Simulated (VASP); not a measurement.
# GeS (Pnma) in VASP: single point with PBE

Aim: the single point of GeS with PBE.

Program: VASP 6.6.1. These are calculated values, not measurements. Logs are shortened: lines on timing, memory, paths and dates and some standing lists are left out, and cuts for length are marked.

### Step 1. The crystal as given

Symmetry: Pnma, No. 62, orthorhombic system. The conventional cell has a = 10.481 Å, b = 3.646 Å, c = 4.299 Å, α = 90.00°, β = 90.00°, γ = 90.00°. Ge (site symmetry m) is surrounded by 3 S at 2.45 to 2.46 Å. S (site symmetry m) is surrounded by 3 Ge at 2.45 to 2.46 Å.

### Step 2. Single point, PBE

File INCAR:

```
SYSTEM = GeS
ALGO = Fast
EDIFF = 1E-6
ENCUT = 520
GGA = PE
ISIF = 2
ISMEAR = -1
LASPH = .True.
LCHARG = .False.
LREAL = .False.
LWAVE = .False.
NBANDS = 50
NELM = 100
PREC = Accurate
SIGMA = 0.02
```

File KPOINTS:

```
k-points
0
Gamma
  3 8 7
  0 0 0
```

File POSCAR:

```
GeS
1.0
   10.4810000000      0.0000000000      0.0000000000
    0.0000000000      3.6460000000      0.0000000000
    0.0000000000      0.0000000000      4.2990000000
Ge S
4 4
Direct
    0.1211380651      0.2500000000      0.1275215364
    0.3788619349      0.7500000000      0.6275215364
    0.6211380651      0.2500000000      0.3724784636
    0.8788619349      0.7500000000      0.8724784636
    0.8503786463      0.2500000000      0.4976814226
    0.6496213537      0.7500000000     -0.0023185774
    0.3503786463      0.2500000000      1.0023185774
    0.1496213537      0.7500000000      0.5023185774
```

Potentials or basis: VASP PAW PBE potentials, release 64 (Ge_d, S).

Launch:

```console
cat potpaw_PBE.64/Ge_d/POTCAR potpaw_PBE.64/S/POTCAR > POTCAR
mpirun -np 1 vasp_std > vasp.out
```

OUTCAR:

```text
SYSTEM = GeS
   EDIFF = 1E-6
   ENCUT = 520
   GGA = PE
   ISIF = 2
   ISMEAR = -1
   LASPH = .True.
   LREAL = .False.
   NELM = 100
   PREC = Accurate

 ion  position               nearest neighbor table
   1  0.121  0.250  0.128-   8 2.45   8 2.45   7 2.46
   2  0.379  0.750  0.628-   7 2.45   7 2.45   8 2.46
   3  0.621  0.250  0.372-   6 2.45   6 2.45   5 2.46
   4  0.879  0.750  0.872-   5 2.45   5 2.45   6 2.46
   5  0.850  0.250  0.498-   4 2.45   4 2.45   3 2.46
   6  0.650  0.750  0.998-   3 2.45   3 2.45   4 2.46
   7  0.350  0.250  0.002-   2 2.45   2 2.45   1 2.46
   8  0.150  0.750  0.502-   1 2.45   1 2.45   2 2.46

  LATTYP: Found a simple orthorhombic cell.
 ALAT       =     3.6460000000
 B/A-ratio  =     1.1791003840
 C/A-ratio  =     2.8746571585

  Lattice vectors:

 A1 = (   0.0000000000,   3.6460000000,   0.0000000000)
 A2 = (   0.0000000000,   0.0000000000,   4.2990000000)
 A3 = (  10.4810000000,   0.0000000000,   0.0000000000)

Analysis of symmetry for initial positions (statically):
=====================================================================
 Subroutine PRICEL returns:
 Original cell was already a primitive cell.

 Routine SETGRP: Setting up the symmetry group for a
 simple orthorhombic supercell.

 Subroutine GETGRP returns: Found  8 space group operations
 (whereof  2 operations were pure point group operations)
 out of a pool of  8 trial point group operations.

The static configuration has the point symmetry S_2 .
 The point group associated with its full space group is D_2h.

Analysis of symmetry for dynamics (positions and initial velocities):
=====================================================================
 Subroutine PRICEL returns:
 Original cell was already a primitive cell.

 Routine SETGRP: Setting up the symmetry group for a
 simple orthorhombic supercell.

 Subroutine GETGRP returns: Found  8 space group operations
 (whereof  2 operations were pure point group operations)
 out of a pool of  8 trial point group operations.

The dynamic configuration has the point symmetry S_2 .
 The point group associated with its full space group is D_2h.

 Subroutine INISYM returns: Found  8 space group operations
 (whereof  2 operations are pure point group operations),
 and found     1 'primitive' translations

----------------------------------------------------------------------------------------

                                     Primitive cell

  volume of cell :     164.2808

  direct lattice vectors                    reciprocal lattice vectors
    10.481000000  0.000000000  0.000000000     0.095410743  0.000000000  0.000000000
     0.000000000  3.646000000  0.000000000     0.000000000  0.274273176  0.000000000
     0.000000000  0.000000000  4.299000000     0.000000000  0.000000000  0.232612235

  length of vectors
    10.481000000  3.646000000  4.299000000     0.095410743  0.274273176  0.232612235

  position of ions in fractional coordinates (direct lattice)
     0.121138065  0.250000000  0.127521536
     0.378861935  0.750000000  0.627521536
     0.621138065  0.250000000  0.372478464
     0.878861935  0.750000000  0.872478464
     0.850378646  0.250000000  0.497681423
     0.649621354  0.750000000  0.997681423
     0.350378646  0.250000000  0.002318577
     0.149621354  0.750000000  0.502318577

  ion indices of the primitive-cell ions
   primitive index   ion index
                 1           1
                 2           2
                 3           3
                 4           4
                 5           5
                 6           6
                 7           7
                 8           8

----------------------------------------------------------------------------------------

 KPOINTS: k-points

Automatic generation of k-mesh.
 Grid dimensions read from file:
 generate k-points for:    3    8    7

 Generating k-lattice:

  Cartesian coordinates                     Fractional coordinates (reciprocal lattice)
     0.031803581  0.000000000  0.000000000     0.333333333  0.000000000  0.000000000
     0.000000000  0.034284147  0.000000000     0.000000000  0.125000000  0.000000000
     0.000000000  0.000000000  0.033230319     0.000000000  0.000000000  0.142857143

  Length of vectors
     0.031803581  0.034284147  0.033230319

  Shift w.r.t. Gamma in fractional coordinates (k-lattice)
     0.000000000  0.000000000  0.000000000

 Subroutine IBZKPT returns following result:
 ===========================================

 Found     40 irreducible k-points:

 Following reciprocal coordinates:
            Coordinates               Weight
  0.000000  0.000000  0.000000      1.000000
  0.333333  0.000000  0.000000      2.000000
  0.000000  0.125000  0.000000      2.000000
  0.333333  0.125000  0.000000      4.000000
  0.000000  0.250000  0.000000      2.000000
  0.333333  0.250000  0.000000      4.000000
[... 16 lines left out ...]
  0.000000  0.125000  0.285714      4.000000
  0.333333  0.125000  0.285714      8.000000
 [... further k-points ...]
   k-points           NKPTS =     40   k-points in BZ     NKDIM =     40   number of bands    NBANDS=     50
   number of dos      NEDOS =    301   number of ions     NIONS =      8
   total plane-waves  NPLWV =  71680
   dimension x,y,z NGX =    80 NGY =   28 NGZ =   32
   dimension x,y,z NGXF=   160 NGYF=   56 NGZF=   64
   ions per type =               4   4
   NGX,Y,Z   is equivalent  to a cutoff of  12.69, 12.77, 12.37 a.u.
   NGXF,Y,Z  is equivalent  to a cutoff of  25.38, 25.53, 24.75 a.u.
 SYSTEM =  GeS
   PREC   = accura    normal or accurate (medium, high low for compatibility)
   ISTART =      0    job   : 0-new  1-cont  2-samecut
   ICHARG =      2    charge: 1-file 2-atom 10-const
   ISPIN  =      1    spin polarized calculation?
   LNONCOLLINEAR =      F non collinear calculations
   LSORBIT =      F    spin-orbit coupling
   LASPH  =      T    aspherical Exc in radial PAW
   ENCUT  =  520.0 eV  38.22 Ry    6.18 a.u.  19.49  6.78  7.99*2*pi/ulx,y,z
   NELM   =    100;   NELMIN=  2; NELMDL= -5     # of ELM steps
   EDIFF  = 0.1E-05   stopping-criterion for ELM
[... 8 lines left out ...]
   TEBEG  =    0.0;   TEEND  =   0.0 temperature during run
   PSTRESS=    0.0 pullay stress
   NELECT =      80.0000    total number of electrons
   NUPDOWN=      -1.0000    fix difference up-down
   EMIN   =  10.00;   EMAX   =-10.00  energy-range for DOS
   EFERMI =   0.00;   METHOD = LEGACY
   ISMEAR =    -1;   SIGMA  =   0.02  broadening in eV -4-tet -1-fermi 0-gaus
   EFERMI_NEDOS =   21; number of points for ismear=-14 and -15
   IALGO  =     68    algorithm
   IMIX   =      4    mixing-type and parameters
     AMIX     =   0.40;   BMIX     =  1.00
     AMIX_MAG =   1.60;   BMIX_MAG =  1.00
  volume/ion in A,a.u.               =      20.54       138.58
  Fermi-wavevector in a.u.,A,eV,Ry     =   1.287980  2.433930 22.570613  1.658893
  Thomas-Fermi vector in A             =   2.419962
   LORBIT       =      0    0 simple, 1 ext, 2 COOP (PROOUT), +10 PAW based schemes
   GGA     = PE    functional components
   LHFCALC =     F    Hartree Fock is set to
   AEXX    =    0.0000 exact exchange contribution
   IVDW    =     0    specifies the selected vdW correction
   LEPSILON=     F    determine dielectric tensor
   LRPA    =     F    only Hartree local field effects (RPA)
 non-spin polarized calculation
 RMM-DIIS sequential band-by-band and
  energy-cutoff  :      520.00
  volume of cell :      164.28
 maximum number of plane-waves:      4450
 NGX is ok and might be reduce to    80
   NGX = 39   NGY = 13   NGZ = 15

 number of electron      80.0000000 magnetization

 Free energy of the ion-electron system (eV)
  ---------------------------------------------------
  ext. energy  EPLUGINS =         0.00000000
  ---------------------------------------------------
  free energy    TOTEN  =       -36.59270285 eV

  energy without entropy =      -36.59270285  energy(sigma->0) =      -36.59270285

 E-fermi :   5.4871     XC(G=0): -10.1251

 val. band max:        4.9900426107   @ k =   0.0000   0.0000   0.2857
 cond. band min:       6.0587465111   @ k =   0.0000   0.0000   0.0000
 fundamental gap:      1.0687039004
 Fermi energy:         5.4871147449

 k-point     1 :       0.0000    0.0000    0.0000
  band No.  band energies     occupation
      1     -19.4411      2.00000
      2     -19.4373      2.00000
      3     -19.4337      2.00000
      4     -19.4312      2.00000
      5     -19.4297      2.00000
      6     -19.4280      2.00000
[... 42 lines left out ...]
     49      10.4260      0.00000
     50      11.1727      0.00000

 k-point     2 :       0.3333    0.0000    0.0000
  band No.  band energies     occupation
      1     -19.4403      2.00000
      2     -19.4385      2.00000
      3     -19.4328      2.00000
      4     -19.4316      2.00000
      5     -19.4295      2.00000
      6     -19.4288      2.00000
[... 42 lines left out ...]
     49      10.5821      0.00000
     50      10.7611      0.00000

 k-point     3 :       0.0000    0.1250    0.0000
  band No.  band energies     occupation
      1     -19.4391      2.00000
      2     -19.4360      2.00000
      3     -19.4318      2.00000
      4     -19.4310      2.00000
      5     -19.4293      2.00000
      6     -19.4291      2.00000
[... 42 lines left out ...]
     49       9.7313      0.00000
     50      10.7444      0.00000

 k-point     4 :       0.3333    0.1250    0.0000
  band No.  band energies     occupation
      1     -19.4384      2.00000
      2     -19.4370      2.00000
      3     -19.4313      2.00000
      4     -19.4309      2.00000
      5     -19.4296      2.00000
      6     -19.4295      2.00000
[... 999 lines left out ...]
 k-point    23 :       0.0000    0.1250    0.2857
  band No.  band energies     occupation
      1     -19.4377      2.00000
      2     -19.4352      2.00000
      3     -19.4330      2.00000
      4     -19.4323      2.00000
      5     -19.4298      2.00000
      6     -19.4293      2.00000
[... 42 lines left out ...]
     49       9.7733      0.00000
     50       9.8833      0.00000

 k-point    24 :       0.3333    0.1250    0.2857
  band No.  band energies     occupation
      1     -19.4372      2.00000
      2     -19.4360      2.00000
      3     -19.4326      2.00000
      4     -19.4323      2.00000
      5     -19.4299      2.00000
      6     -19.4295      2.00000
[... 42 lines left out ...]
     49       9.5543      0.00000
     50       9.9217      0.00000

 [... further k-points ...]

------------------------ aborting loop because EDIFF is reached ----------------------------------------

  FORCE on cell =-STRESS in cart. coord.  units (eV):
  Direction    XX          YY          ZZ          XY          YZ          ZX
  --------------------------------------------------------------------------------------
  -------------------------------------------------------------------------------------
  Total        1.9825768      2.5334990      2.0837504      0.0000000      0.0000000      0.0000000
  in kB       19.3354271     24.7083922     20.3221401      0.0000000      0.0000000      0.0000000
  external PRESSURE =      21.4553198 kB  Pullay stress =       0.0000000 kB

 VOLUME and BASIS-vectors are now :
 -----------------------------------------------------------------------------
  energy-cutoff  :      520.00
  volume of cell :      164.28
      direct lattice vectors                 reciprocal lattice vectors
    10.481000000  0.000000000  0.000000000     0.095410743  0.000000000  0.000000000
     0.000000000  3.646000000  0.000000000     0.000000000  0.274273176  0.000000000
     0.000000000  0.000000000  4.299000000     0.000000000  0.000000000  0.232612235

 POSITION                                       TOTAL-FORCE (eV/Angst)
 -----------------------------------------------------------------------------------
      1.26965      0.91150      0.54822         0.007252      0.000000      0.002429
      3.97085      2.73450      2.69772        -0.007252      0.000000      0.002429
      6.51015      0.91150      1.60128         0.007252     -0.000000     -0.002429
      9.21135      2.73450      3.75078        -0.007252     -0.000000     -0.002429
      8.91282      0.91150      2.13953        -0.005340     -0.000000      0.001237
      6.80868      2.73450      4.28903         0.005340     -0.000000      0.001237
      3.67232      0.91150      0.00997        -0.005340      0.000000     -0.001237
      1.56818      2.73450      2.15947         0.005340      0.000000     -0.001237
 -----------------------------------------------------------------------------------
    total drift:                               -0.000000      0.000000      0.000000

  FREE ENERGIE OF THE ION-ELECTRON SYSTEM (eV)
  ---------------------------------------------------
  free  energy   TOTEN  =       -36.5927028500 eV

  energy  without entropy=      -36.5927028500  energy(sigma->0) =      -36.59270285
```

Run time: 7.3 min. Hardware: 1 thread of Intel Xeon Platinum 8259CL at 2.50GHz (Skylake/Cascade Lake), shared host; peak memory 0.4 GiB.

What came out:

```
Free energy            : -36.5927 eV
Pressure               : 2.1 GPa
Largest force          : 0.008 eV/Å
Band gap on the k mesh : 1.07 eV, indirect (least direct gap 1.12 eV)
```

Forces on the atoms (eV/Å):
```
Ge   0.007  0.000  0.002
Ge  -0.007  0.000  0.002
Ge   0.007  0.000 -0.002
Ge  -0.007  0.000 -0.002
S   -0.005  0.000  0.001
S    0.005  0.000  0.001
S   -0.005  0.000 -0.001
S    0.005  0.000 -0.001
```

Stress tensor (GPa, compression positive):
```
1.93 0.00 0.00
0.00 2.47 0.00
0.00 0.00 2.03
```

Caveat: an odd mesh through Γ misses points on the zone boundary, where band edges often lie.
